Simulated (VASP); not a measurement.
**From an Ansatz input to VASP: GaP (zincblende)**

Ansatz input

```yaml
crystal:
  lattice:
    - [0.0, 2.7530041236, 2.7530041236]
    - [2.7530041236, 0.0, 2.7530041236]
    - [2.7530041236, 2.7530041236, 0.0]
  atoms:
    - { symbol: Ga, position: [0.0, 0.0, 0.0] }
    - { symbol: P, position: [0.25, 0.25, 0.25] }
kpoints:
  mp_grid: { grid: [8, 8, 8] }
hamiltonian:
  xc: pbesol
scf:
  occupations: { method: fermi_dirac, width: 0.02 }
relax:
  f_tol: 0.005
  cell: {}
```

**Question.** Translate this input to VASP.

**Answer.** 

INCAR

```
PREC = Accurate
ENCUT = 600
SIGMA = 0.02
LASPH = .TRUE.
NSW = 40
LCHARG = .FALSE.
GGA = PS
EDIFF = 1E-7
NELM = 120
ISMEAR = -1
LREAL = .FALSE.
LWAVE = .FALSE.
IBRION = 2
NBANDS = 16
ISIF = 3
EDIFFG = -5E-3
```

KPOINTS

```
KPOINTS created by Atomic Simulation Environment
0
Gamma
8 8 8
0 0 0
```

POSCAR

```
Ga P
 1.0000000000000000
     0.0000000000000000    2.7530041236040614    2.7530041236040614
     2.7530041236040614    0.0000000000000000    2.7530041236040614
     2.7530041236040614    2.7530041236040614    0.0000000000000000
 Ga  P
   1   1
Cartesian
  0.0000000000000000 -0.0000000000000000  0.0000000000000000
  1.3765020618020307  1.3765020618020307  1.3765020618020307
```

VASP ran with the recommended PBE PAW datasets (18 valence electrons in the cell). Other inputs would serve too.

```csv
,Ansatz,VASP
relaxed cell vector lengths,"3.846, 3.846, 3.846 Å","3.844, 3.844, 3.844 Å"
relaxed cell volume,40.22 Å³,40.18 Å³
```

Datasets and cutoffs are each program's own. VASP's cell holds 18 valence electrons and Ansatz's 18.
